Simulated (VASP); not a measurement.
The system is PbO2.

```
Pb O
1.0
     0.00000    2.57000    2.57000
     2.57000    0.00000    2.57000
     2.57000    2.57000    0.00000
Pb O
1 2
Direct
  0.00000 0.00000 0.00000
  0.25000 0.25000 0.25000
  0.75000 0.75000 0.75000
```

Base run:

* Program: VASP 6.6.1
* Functional: LDA
* Potentials or basis: VASP PAW LDA potentials, release 64 (Pb_d, O)
* Cutoff: 520 eV
* k mesh: 6 × 6 × 6
* Occupations: fermi-dirac, width 0.1 eV
* Spin: no spin polarisation

Its results: band gap on the k mesh none (metal or under the smearing width); pressure 16.7 GPa.

Question: The run is repeated on the same cell with these changes: functional from LDA to r2SCAN; potentials or basis from VASP PAW LDA potentials, release 64 (Pb_d, O) to VASP PAW PBE potentials, release 64 (Pb_d, O). What comes out?

Answer: Band gap on the k mesh none (metal or under the smearing width); pressure 23.2 GPa.

Caveats: so large a pressure means that the cell lies far from this level's equilibrium, or that cutoff or potentials fall short; the potentials were made for another functional, which shifts forces and pressure (some runs).
